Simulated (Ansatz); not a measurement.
MgF2: the gap against volume

MgF2, P4_2/mnm, a = 4.622 Å, c = 3.046 Å. Ansatz: r2SCAN, PAW, 500 eV, Γ-centred 6×6×8 mesh on 6 atoms, Gaussian smearing 0.02 eV; no spin polarisation. Shape and atoms are relaxed at each volume; x = ln(V/V0) with V0 = 10.845 Å³/atom. The gap is read at the mesh points alone.

| x | gap y (eV) |
| --- | --- |
| -0.0619 | ? |
| -0.0305 | 8.287 |
| 0.0000 | 8.071 |
| 0.0296 | 7.869 |
| 0.0583 | 7.680 |

**Question.** Fit a straight line to the other rows, give the volume deformation potential of the gap and its pressure coefficient, and predict the missing gap. B0 = 104.4 GPa.

**Answer.** Means x = 0.01435, y = 7.9768; Σ(Δx)² = 0.004382, ΣΔxΔy = -0.02995; the slope is their ratio. y = 8.0748 − 6.8360 x. The slope is the deformation potential a = dE_g/d ln V = -6.84 eV, and dE_g/dP = −a/B0 = 65.5 meV/GPa. At x = -0.0619 the fit asked for gives 8.498 eV. The run gave 8.515 eV, so the fit is 0.017 eV too low, 2 % of the span of the series, against an rms of 0.004 eV on the fitted rows. The row lies outside the fitted range. With a term in x² added, a fit to the same known rows predicts 8.517 eV, so most of the miss is curvature that the known rows already hold.

Semilocal functionals give gaps under the measured ones; changes of the gap mostly carry over better.

Cost: 5 runs of about 4 core-minutes in all, on Arm Neoverse V1 (shared hosts).